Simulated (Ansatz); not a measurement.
Born–Oppenheimer molecular dynamics of a periodic cell of 24 atoms, MoS₂ (start crystal MoS2, start structure P6_3/mmc, volume 1.15 times the crystal's). It starts from an unrelaxed structure (largest force component 1.99 eV/Å).

The calculation used DFT PBE, scalar-relativistic, plane waves, PAW in Ansatz. Settings: accuracy low, PAW set soft_1, cutoff 420 eV, k mesh 2x2x1, fermi-dirac smearing 0.36 eV, no spin polarisation.

```yaml
ensemble: NVE (velocity Verlet)
time_step: 1.5 fs
steps_asked: 200
starting_velocities_drawn_for: 8400 K
seed: 639678
```

Frames 15 fs apart, positions in Å.

Velocities at 0 fs (Å/ps):

```
Mo -1.83 -13.57 5.82
Mo -0.54 4.09 7.71
S -16.63 -7.55 19.01
S -18.23 -4.70 -11.37
S -14.66 0.08 -14.56
S -6.98 -19.89 4.03
Mo 6.73 -5.69 -24.73
Mo 7.33 -7.91 -15.21
S 14.23 13.95 19.77
S 3.69 9.57 31.82
S -25.68 -12.88 31.54
S 10.75 9.47 -8.95
Mo -20.97 -1.25 3.02
Mo 9.32 0.89 3.07
S -3.06 12.18 -3.93
S 0.59 8.83 -21.63
S 9.92 3.50 2.06
S -4.11 10.03 -0.57
Mo -3.52 5.12 -11.01
Mo 12.28 4.62 6.17
S 9.38 13.42 7.25
S 7.55 11.82 12.94
S 9.03 9.42 11.22
S -2.14 -16.30 -3.32
```

```xyz
24
Lattice="-3.3002 -5.7162 0.0000 4.9503 -2.8581 0.0000 0.0000 0.0000 12.8866" Properties=species:S:1:pos:R:3 time_fs=0 energy_less_start_eV=0.000 T=8400
Mo 0.000 -3.811 3.222
Mo 1.650 -4.763 9.665
S 0.000 -3.811 8.003
S 1.650 -4.763 1.559
S 0.000 -3.811 11.327
S 1.650 -4.763 4.884
Mo 3.300 -3.811 3.222
Mo 0.000 -1.905 9.665
S 3.300 -3.811 8.003
S 0.000 -1.905 1.559
S 3.300 -3.811 11.327
S 0.000 -1.905 4.884
Mo 1.650 -0.953 3.222
Mo 3.300 -1.905 9.665
S 1.650 -0.953 8.003
S 3.300 -1.905 1.559
S 1.650 -0.953 11.327
S 3.300 -1.905 4.884
Mo 1.650 -6.669 3.222
Mo -1.650 -4.763 9.665
S 1.650 -6.669 8.003
S -1.650 -4.763 1.559
S 1.650 -6.669 11.327
S -1.650 -4.763 4.884
24
Lattice="-3.3002 -5.7162 0.0000 4.9503 -2.8581 0.0000 0.0000 0.0000 12.8866" Properties=species:S:1:pos:R:3 time_fs=15 energy_less_start_eV=9.587 T=5180
Mo -0.024 -4.006 3.313
Mo 1.643 -4.702 9.783
S -0.210 -3.915 8.293
S 1.395 -4.828 1.453
S -0.184 -3.795 11.091
S 1.556 -5.047 4.873
Mo 3.382 -3.886 2.871
Mo 0.108 -2.015 9.453
S 3.496 -3.616 8.332
S 0.053 -1.808 2.003
S 2.938 -3.989 11.715
S 0.123 -1.788 4.722
Mo 1.366 -0.964 3.267
Mo 3.438 -1.886 9.719
S 1.618 -0.787 8.006
S 3.304 -1.784 1.312
S 1.793 -0.909 11.290
S 3.239 -1.769 4.798
Mo 1.596 -6.597 3.062
Mo -1.488 -4.702 9.758
S 1.785 -6.476 8.170
S -1.554 -4.600 1.786
S 1.779 -6.539 11.424
S -1.692 -4.984 4.785
24
Lattice="-3.3002 -5.7162 0.0000 4.9503 -2.8581 0.0000 0.0000 0.0000 12.8866" Properties=species:S:1:pos:R:3 time_fs=30 energy_less_start_eV=11.858 T=4413
Mo -0.022 -4.155 3.425
Mo 1.647 -4.636 9.909
S -0.166 -3.970 8.287
S 1.227 -4.848 1.433
S -0.114 -3.630 11.091
S 1.492 -5.261 4.781
Mo 3.335 -3.894 2.611
Mo 0.231 -2.081 9.305
S 3.584 -3.534 8.577
S 0.105 -2.065 1.942
S 2.645 -4.102 11.962
S -0.010 -1.838 4.748
Mo 1.290 -0.907 3.304
Mo 3.567 -1.811 9.811
S 1.650 -0.709 8.078
S 3.292 -1.725 1.218
S 1.905 -0.913 11.165
S 3.184 -1.698 4.577
Mo 1.536 -6.555 2.924
Mo -1.488 -4.710 9.854
S 1.886 -6.342 8.392
S -1.561 -4.515 1.909
S 1.871 -6.468 11.412
S -1.774 -5.037 4.725
24
Lattice="-3.3002 -5.7162 0.0000 4.9503 -2.8581 0.0000 0.0000 0.0000 12.8866" Properties=species:S:1:pos:R:3 time_fs=45 energy_less_start_eV=11.251 T=4620
Mo -0.002 -4.230 3.552
Mo 1.671 -4.558 10.033
S 0.075 -4.022 8.010
S 1.169 -4.790 1.436
S 0.098 -3.331 11.309
S 1.474 -5.376 4.750
Mo 3.201 -3.847 2.418
Mo 0.383 -2.099 9.219
S 3.533 -3.621 8.674
S 0.127 -2.526 1.552
S 2.445 -4.141 12.152
S -0.346 -2.022 4.902
Mo 1.370 -0.834 3.292
Mo 3.692 -1.665 9.929
S 1.768 -0.712 8.139
S 3.250 -1.765 1.239
S 1.929 -0.978 11.078
S 3.135 -1.741 4.292
Mo 1.467 -6.568 2.809
Mo -1.599 -4.754 9.945
S 1.948 -6.306 8.557
S -1.670 -4.559 1.817
S 1.925 -6.492 11.396
S -1.908 -4.861 4.836
24
Lattice="-3.3002 -5.7162 0.0000 4.9503 -2.8581 0.0000 0.0000 0.0000 12.8866" Properties=species:S:1:pos:R:3 time_fs=60 energy_less_start_eV=15.710 T=3122
Mo -0.014 -4.228 3.658
Mo 1.708 -4.478 10.136
S 0.342 -4.046 7.778
S 1.193 -4.714 1.449
S 0.196 -3.038 11.474
S 1.489 -5.393 4.821
Mo 3.078 -3.792 2.267
Mo 0.541 -2.102 9.174
S 3.428 -3.750 8.750
S 0.070 -2.813 1.251
S 2.368 -4.120 12.323
S -0.651 -2.208 4.934
Mo 1.449 -0.779 3.239
Mo 3.797 -1.520 10.013
S 1.961 -0.729 8.155
S 3.155 -1.871 1.275
S 1.834 -1.073 11.123
S 3.110 -1.957 4.048
Mo 1.401 -6.629 2.724
Mo -1.665 -4.768 10.011
S 1.990 -6.327 8.584
S -1.768 -4.726 1.635
S 1.958 -6.585 11.499
S -2.053 -4.664 4.968
24
Lattice="-3.3002 -5.7162 0.0000 4.9503 -2.8581 0.0000 0.0000 0.0000 12.8866" Properties=species:S:1:pos:R:3 time_fs=75 energy_less_start_eV=17.446 T=2538
Mo -0.068 -4.184 3.745
Mo 1.734 -4.418 10.223
S 0.599 -3.976 7.678
S 1.200 -4.711 1.482
S 0.169 -2.804 11.483
S 1.468 -5.334 4.908
Mo 3.003 -3.757 2.177
Mo 0.683 -2.112 9.144
S 3.415 -3.828 8.854
S -0.086 -2.904 1.090
S 2.408 -4.077 12.450
S -0.846 -2.352 4.840
Mo 1.493 -0.716 3.174
Mo 3.843 -1.417 10.048
S 2.197 -0.724 8.145
S 3.017 -1.883 1.192
S 1.706 -1.142 11.246
S 3.105 -2.325 3.926
Mo 1.350 -6.713 2.678
Mo -1.664 -4.769 10.056
S 2.039 -6.342 8.495
S -1.854 -4.947 1.463
S 1.992 -6.684 11.757
S -2.145 -4.611 4.986
24
Lattice="-3.3002 -5.7162 0.0000 4.9503 -2.8581 0.0000 0.0000 0.0000 12.8866" Properties=species:S:1:pos:R:3 time_fs=90 energy_less_start_eV=16.704 T=2787
Mo -0.138 -4.144 3.812
Mo 1.733 -4.384 10.313
S 0.829 -3.807 7.686
S 1.087 -4.816 1.546
S 0.053 -2.664 11.331
S 1.367 -5.231 4.962
Mo 3.000 -3.771 2.124
Mo 0.804 -2.126 9.114
S 3.572 -3.822 8.974
S -0.346 -2.869 1.055
S 2.547 -4.049 12.485
S -0.934 -2.382 4.692
Mo 1.533 -0.655 3.114
Mo 3.840 -1.345 10.056
S 2.432 -0.688 8.169
S 2.874 -1.717 1.017
S 1.653 -1.127 11.354
S 3.078 -2.663 3.954
Mo 1.308 -6.814 2.675
Mo -1.630 -4.768 10.093
S 2.106 -6.359 8.415
S -1.987 -5.154 1.306
S 2.013 -6.788 12.010
S -2.188 -4.746 4.875
24
Lattice="-3.3002 -5.7162 0.0000 4.9503 -2.8581 0.0000 0.0000 0.0000 12.8866" Properties=species:S:1:pos:R:3 time_fs=105 energy_less_start_eV=15.523 T=3183
Mo -0.205 -4.141 3.832
Mo 1.719 -4.368 10.412
S 1.034 -3.628 7.714
S 0.914 -4.954 1.671
S -0.104 -2.678 11.078
S 1.224 -5.149 5.012
Mo 3.040 -3.825 2.026
Mo 0.916 -2.111 9.088
S 3.829 -3.737 9.117
S -0.688 -2.735 1.148
S 2.737 -4.034 12.410
S -0.961 -2.231 4.567
Mo 1.582 -0.620 3.058
Mo 3.817 -1.291 10.058
S 2.602 -0.616 8.239
S 2.774 -1.537 0.937
S 1.700 -1.018 11.395
S 3.019 -2.817 4.111
Mo 1.264 -6.938 2.713
Mo -1.583 -4.761 10.134
S 2.196 -6.401 8.428
S -2.198 -5.301 1.157
S 2.001 -6.895 12.097
S -2.222 -5.004 4.686
24
Lattice="-3.3002 -5.7162 0.0000 4.9503 -2.8581 0.0000 0.0000 0.0000 12.8866" Properties=species:S:1:pos:R:3 time_fs=120 energy_less_start_eV=15.415 T=3221
Mo -0.276 -4.158 3.800
Mo 1.710 -4.365 10.509
S 1.231 -3.569 7.637
S 0.774 -5.002 1.837
S -0.257 -2.916 10.825
S 1.107 -5.141 5.109
Mo 3.074 -3.873 1.900
Mo 1.035 -2.026 9.096
S 4.053 -3.564 9.268
S -1.010 -2.613 1.300
S 2.917 -3.992 12.279
S -0.938 -2.008 4.465
Mo 1.645 -0.657 2.964
Mo 3.797 -1.263 10.074
S 2.657 -0.484 8.294
S 2.753 -1.469 1.009
S 1.825 -0.878 11.368
S 2.919 -2.778 4.229
Mo 1.210 -7.096 2.789
Mo -1.519 -4.731 10.182
S 2.304 -6.448 8.530
S -2.501 -5.384 1.054
S 1.948 -6.964 11.989
S -2.299 -5.186 4.594
```

Of the whole run (300 fs, mean temperature of the second half 2951 K): The conserved energy stayed within 1.4 meV per atom of its start (net change 0.61 meV per atom), so the integration is sound. A run of 0.3 ps of so small a system gives no equilibrium averages. Limits of this set-up: coarse k mesh, low accuracy level.

Time of the run: 22 min on 2 threads of Arm Neoverse V1, with other jobs on the host, peak memory 1.2 GiB.
